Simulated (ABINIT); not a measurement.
MnS:

```
Mn S
1.0
     0.00000    2.60450    2.60450
     2.60450    0.00000    2.60450
     2.60450    2.60450    0.00000
Mn S
1 1
Direct
  0.00000 0.00000 0.00000
  0.50000 0.50000 0.50000
```

Base run:

| Quantity | Value |
| --- | --- |
| Program | ABINIT 10.8.3 (patched build) |
| Functional | PBEsol |
| Potentials or basis | JTH PAW PBE v2.0 |
| Cutoff | 544 eV |
| k mesh | 7 × 7 × 7 |
| Occupations | fermi-dirac, width 0.05 eV |
| Spin | collinear spin, ferromagnetic start |
| Starting moments | [4.0, 0.0] μB |

Its results: band gap on the k mesh none (metal or under the smearing width); net moment 4.66 μB per cell; site moments Mn +4.10; S +0.11 μB.

Problem. The run is repeated on the same cell with these changes: k mesh from 7 × 7 × 7 to 4 × 4 × 4. What comes out?

Solution. Band gap on the k mesh none (metal or under the smearing width); net moment 4.48 μB per cell; site moments Mn +3.98; S +0.08 μB.

Caveats: some runs use coarse meshes; a cell with one magnetic atom can't hold antiferromagnetic order, which such compounds often take; semilocal functionals often make such compounds metallic where correlation or magnetic order opens a gap, which also shifts bond lengths.
